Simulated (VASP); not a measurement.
# TaN (Fm-3m) in VASP: notebook, part 2 of 2

VASP 6.6.1.

### Step 4. Single point, PBE

Contents of INCAR:

```
SYSTEM = TaN
  PREC = Normal
  ENCUT = 460
  EDIFF = 1E-4
  ISMEAR = 0
  SIGMA = 0.05
  LREAL = Auto
  LASPH = .TRUE.
  NELM = 100
  ALGO = Normal
  ISIF = 2
  LWAVE = .FALSE.
  LCHARG = .FALSE.
  GGA = PE
  ADDGRID = .FALSE.
```

Contents of KPOINTS:

```
Automatic mesh
0
G
  8 8 8
  0 0 0
```

Contents of POSCAR:

```
TaN
1.0
    0.0000000000      2.2113230000      2.2113230000
    2.2113230000      0.0000000000      2.2113230000
    2.2113230000      2.2113230000      0.0000000000
Ta N
1 1
Direct
    0.5000000000      0.5000000000      0.5000000000
    0.0000000000      0.0000000000      0.0000000000
```

Potentials or basis: VASP PAW PBE potentials, release 64 (Ta_pv, N).

The run is started by

```console
> cat potpaw_PBE.64/Ta_pv/POTCAR potpaw_PBE.64/N/POTCAR > POTCAR
> mpirun -np 1 vasp_std > vasp.out
```

OUTCAR:

```text
SYSTEM = TaN
   PREC = Normal
   ENCUT = 460
   EDIFF = 1E-4
   ISMEAR = 0
   LREAL = Auto
   LASPH = .TRUE.
   NELM = 100
   ISIF = 2
   GGA = PE

 Found     29 irreducible k-points:

 Following reciprocal coordinates:
            Coordinates               Weight
  0.000000  0.000000  0.000000      1.000000
  0.125000  0.000000  0.000000      8.000000
  0.250000  0.000000  0.000000      8.000000
  0.375000  0.000000  0.000000      8.000000
  0.500000  0.000000  0.000000      4.000000
  0.125000  0.125000  0.000000      6.000000
   k-points           NKPTS =     29   k-points in BZ     NKDIM =     29   number of bands    NBANDS=     12
   number of dos      NEDOS =    301   number of ions     NIONS =      2
   total plane-waves  NPLWV =   4096
   dimension x,y,z NGX =    16 NGY =   16 NGZ =   16
   dimension x,y,z NGXF=    32 NGYF=   32 NGZF=   32
   ions per type =               1   1
   NGX,Y,Z   is equivalent  to a cutoff of   8.51,  8.51,  8.51 a.u.
   NGXF,Y,Z  is equivalent  to a cutoff of  17.01, 17.01, 17.01 a.u.
 SYSTEM =  TaN
   PREC   = normal    normal or accurate (medium, high low for compatibility)
   ISTART =      0    job   : 0-new  1-cont  2-samecut
   ICHARG =      2    charge: 1-file 2-atom 10-const
   ISPIN  =      1    spin polarized calculation?
   LNONCOLLINEAR =      F non collinear calculations
   LSORBIT =      F    spin-orbit coupling
   LASPH  =      T    aspherical Exc in radial PAW
   ENCUT  =  460.0 eV  33.81 Ry    5.81 a.u.   5.47  5.47  5.47*2*pi/ulx,y,z
   NELM   =    100;   NELMIN=  2; NELMDL= -5     # of ELM steps
   EDIFF  = 0.1E-03   stopping-criterion for ELM
   LREAL  =      T    real-space projection
   EDIFFG = 0.1E-02   stopping-criterion for IOM
   NSW    =      0    number of steps for IOM
   IBRION =     -1    ionic relax: 0-MD 1-quasi-New 2-CG
   NFREE  =      0    steps in history (QN), initial steepest desc. (CG)
   ISIF   =      2    stress and relaxation
   ISYM   =      2    0-nonsym 1-usesym 2-fastsym
   POTIM  = 0.5000    time-step for ionic-motion
   TEBEG  =    0.0;   TEEND  =   0.0 temperature during run
   PSTRESS=    0.0 pullay stress
   NELECT =      16.0000    total number of electrons
   NUPDOWN=      -1.0000    fix difference up-down
   EMIN   =  10.00;   EMAX   =-10.00  energy-range for DOS
   EFERMI =   0.00;   METHOD = LEGACY
   ISMEAR =     0;   SIGMA  =   0.05  broadening in eV -4-tet -1-fermi 0-gaus
   EFERMI_NEDOS =   21; number of points for ismear=-14 and -15
   IALGO  =     38    algorithm
   IMIX   =      4    mixing-type and parameters
     AMIX     =   0.40;   BMIX     =  1.00
     AMIX_MAG =   1.60;   BMIX_MAG =  1.00
  volume/ion in A,a.u.               =      10.81        72.97
  Fermi-wavevector in a.u.,A,eV,Ry     =   1.480651  2.798024 29.828417  2.192327
  Thomas-Fermi vector in A             =   2.594659
   LORBIT       =      0    0 simple, 1 ext, 2 COOP (PROOUT), +10 PAW based schemes
   GGA     = PE    functional components
   LHFCALC =     F    Hartree Fock is set to
   AEXX    =    0.0000 exact exchange contribution
   IVDW    =     0    specifies the selected vdW correction
   LEPSILON=     F    determine dielectric tensor
   LRPA    =     F    only Hartree local field effects (RPA)
 non-spin polarized calculation
 Gauss-broadening in eV      SIGMA  =   0.05
  energy-cutoff  :      460.00
  volume of cell :       21.63
 maximum number of plane-waves:       531
   NGX = 11   NGY = 11   NGZ = 11

 number of electron      15.9999983 magnetization

 Free energy of the ion-electron system (eV)
  ---------------------------------------------------
  ext. energy  EPLUGINS =         0.00000000
  ---------------------------------------------------
  free energy    TOTEN  =       -21.80730226 eV

  energy without entropy =      -21.80633852  energy(sigma->0) =      -21.80682039

 E-fermi :   9.3797     XC(G=0): -13.3428

 val. band max:        9.3431114108   @ k =  -0.2500   0.3750   0.1250
 cond. band min:       9.4198465915   @ k =   0.0000   0.0000   0.0000
 fundamental gap:      0.0767351807
 Fermi energy:         9.3796996649

 k-point     1 :       0.0000    0.0000    0.0000
  band No.  band energies     occupation
      1     -26.4462      2.00000
      2     -26.4462      2.00000
      3     -26.4462      2.00000
      4      -9.3673      2.00000
      5       5.5782      2.00000
      6       5.5790      2.00000
      7       5.5790      2.00000
      8       7.2985      2.00000
      9       7.2985      2.00000
     10       7.2985      2.00000
     11       9.4198      0.25615
     12      10.7317      0.00000

 k-point     2 :       0.1250    0.0000    0.0000
  band No.  band energies     occupation
      1     -26.5711      2.00000
      2     -26.4578      2.00000
      3     -26.4578      2.00000
      4      -9.0097      2.00000
      5       4.0473      2.00000
      6       4.5585      2.00000
      7       4.5590      2.00000
      8       7.8124      2.00000
      9       7.8125      2.00000
     10       7.8402      2.00000
     11      10.7335      0.00000
     12      10.7337      0.00000

 k-point     3 :       0.2500    0.0000    0.0000
  band No.  band energies     occupation
      1     -26.8606      2.00000
      2     -26.4856      2.00000
      3     -26.4856      2.00000
      4      -8.0851      2.00000
      5       1.7789      2.00000
      6       3.1629      2.00000
      7       3.1633      2.00000
      8       8.5958      2.00000
      9       8.9761      2.00000
     10       8.9762      2.00000
     11      13.1846      0.00000
     12      13.1850      0.00000

 k-point     4 :       0.3750    0.0000    0.0000
  band No.  band energies     occupation
      1     -27.1350      2.00000
      2     -26.5132      2.00000
      3     -26.5132      2.00000
      4      -6.9978      2.00000
      5      -0.0843      2.00000
      6       2.2250      2.00000
      7       2.2253      2.00000
      8       9.9331      0.00000
      9      10.4338      0.00000
     10      10.4339      0.00000
     11      14.1641      0.00000
     12      15.5351      0.00000

 k-point     5 :       0.5000    0.0000    0.0000
  band No.  band energies     occupation
      1     -27.2446      2.00000
      2     -26.5246      2.00000
      3     -26.5246      2.00000
      4      -6.4452      2.00000
      5      -0.8799      2.00000
      6       1.9015      2.00000
      7       1.9018      2.00000
      8      11.2095      0.00000
      9      11.2096      0.00000
     10      11.3007      0.00000
     11      13.1255      0.00000
     12      16.7173      0.00000

 k-point     6 :       0.1250    0.1250    0.0000
  band No.  band energies     occupation
      1     -26.5633      2.00000
      2     -26.4856      2.00000
      3     -26.4856      2.00000
      4      -8.9204      2.00000
      5       3.2276      2.00000
      6       4.9197      2.00000
      7       4.9201      2.00000
      8       6.6190      2.00000
      9       8.7133      2.00000
     10       8.7135      2.00000
     11       9.6697      0.00000
     12      10.5689      0.00000

 [... further k-points ...]

------------------------ aborting loop because EDIFF is reached ----------------------------------------

  FORCE on cell =-STRESS in cart. coord.  units (eV):
  Direction    XX          YY          ZZ          XY          YZ          ZX
  --------------------------------------------------------------------------------------
  -------------------------------------------------------------------------------------
  Total       -0.1091546     -0.1091546     -0.1091546      0.0000000      0.0000000      0.0000000
  in kB       -8.0866043     -8.0866043     -8.0866043      0.0000000      0.0000000      0.0000000
  external PRESSURE =      -8.0866043 kB  Pullay stress =       0.0000000 kB

 VOLUME and BASIS-vectors are now :
 -----------------------------------------------------------------------------
  energy-cutoff  :      460.00
  volume of cell :       21.63
      direct lattice vectors                 reciprocal lattice vectors
     0.000000000  2.211323000  2.211323000    -0.226108985  0.226108985  0.226108985
     2.211323000  0.000000000  2.211323000     0.226108985 -0.226108985  0.226108985
     2.211323000  2.211323000  0.000000000     0.226108985  0.226108985 -0.226108985

 POSITION                                       TOTAL-FORCE (eV/Angst)
 -----------------------------------------------------------------------------------
      2.21132      2.21132      2.21132        -0.000000      0.000000     -0.000000
      0.00000      0.00000      0.00000         0.000000     -0.000000      0.000000
 -----------------------------------------------------------------------------------
    total drift:                                0.000000      0.000000      0.000000

  FREE ENERGIE OF THE ION-ELECTRON SYSTEM (eV)
  ---------------------------------------------------
  free  energy   TOTEN  =       -21.8073022614 eV

  energy  without entropy=      -21.8063385165  energy(sigma->0) =      -21.80682039
```

Wall time 3.7 s (1 thread of Intel Xeon Platinum 8488C (Sapphire Rapids), shared host); peak memory 0.11 GiB.

The run converged, but some of its settings lie outside the range that counts as converged, so its numbers aren't taken as properties of the crystal.

What came out:

* Free energy: -21.8073 eV
* Pressure: -0.8 GPa
* Band gap on the k mesh: none (metal or under the smearing width)

Caveat: the cutoff is under 1.25 times the usual one of these potentials, so pressure, stress and relaxed cells hold a basis-set (Pulay) error.

### Step 5. Single point, PBE

Contents of INCAR:

```
SYSTEM = TaN
  PREC = Accurate
  ENCUT = 520
  EDIFF = 1E-7
  ISMEAR = 0
  SIGMA = 0.05
  LREAL = .FALSE.
  LASPH = .TRUE.
  NELM = 100
  ALGO = Normal
  ISIF = 2
  LWAVE = .FALSE.
  LCHARG = .FALSE.
  GGA = PE
  ADDGRID = .FALSE.
```

KPOINTS is that of step 4.

POSCAR is that of step 4.

The run is started by

```console
> cat potpaw_PBE.64/Ta_pv/POTCAR potpaw_PBE.64/N/POTCAR > POTCAR
> mpirun -np 1 vasp_std > vasp.out
```

Wall time 5.5 s (1 thread of Intel Xeon Platinum 8488C (Sapphire Rapids), shared host); peak memory 0.14 GiB.

The run converged, but some of its settings lie outside the range that counts as converged, so its numbers aren't taken as properties of the crystal.

What came out:

```yaml
Free_energy: -21.8025 eV
Pressure: -0.3 GPa
Band_gap_on_the_k_mesh: none (metal or under the smearing width)
```
